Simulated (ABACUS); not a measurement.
# Ga in ABACUS: convergence with density cutoff

Input of the first run (density cutoff 160 Ry); the others differ in this setting and in those tied to it:

INPUT

```
INPUT_PARAMETERS
suffix              Ga
calculation         scf
basis_type          pw
pseudo_dir          ./
symmetry            1
dft_functional      pbesol
ecutwfc             40
pseudo_rcut         10
nspin               1
nbands              14
ks_solver           dav
smearing_method     gauss
smearing_sigma      0.00734986
scf_thr             1e-08
scf_nmax            100
mixing_type         broyden
mixing_beta         0.7
cal_force           1
cal_stress          1
ecutrho             160
kpar                4
```

STRU

```
ATOMIC_SPECIES
Ga 69.7230 ga_pbesol_v1.4.uspp.F.UPF

LATTICE_CONSTANT
1.8897261246

LATTICE_VECTORS
-1.3843987196 1.3843987196 2.3112238365
1.3843987196 -1.3843987196 2.3112238365
1.3843987196 1.3843987196 -2.3112238365

ATOMIC_POSITIONS
Direct

Ga
0.0
1
0.0000000000 0.0000000000 0.0000000000 1 1 1
```

Contents of KPT:

```
K_POINTS
0
Gamma
10 10 10 0 0 0
```

Potentials or basis: GBRV ultrasoft 1.5 PBEsol, plane waves.

Command:

```bash
$ OMP_NUM_THREADS=1 mpirun -np 4 abacus > log
```

This isn't the form of Ga at room conditions, which is orthorhombic.

Hardware: 4 MPI ranks on Intel(R) Xeon(R) Platinum 8259CL CPU @ 2.50GHz (Skylake/Cascade Lake), with other jobs on the host.

| density cutoff | energy less the tightest run, at zero smearing (meV/atom) | SCF cycles | CPU time (s) |
| --- | --- | --- | --- |
| 160 Ry | -0.01 | 8 | 24 |
| 200 Ry | 0.07 | 8 | 26 |
| 240 Ry | 0.07 | 8 | 29 |
| 320 Ry | 0.02 | 8 | 36 |
| 400 Ry | 0.01 | 8 | 45 |
| 480 Ry | 0.01 | 8 | 55 |
| 640 Ry | 0.00 | 8 | 74 |

Against the tightest run, the energy stays within 1 meV/atom from 160 Ry on. The tightest run that finished is the yardstick and may itself not be fully converged.
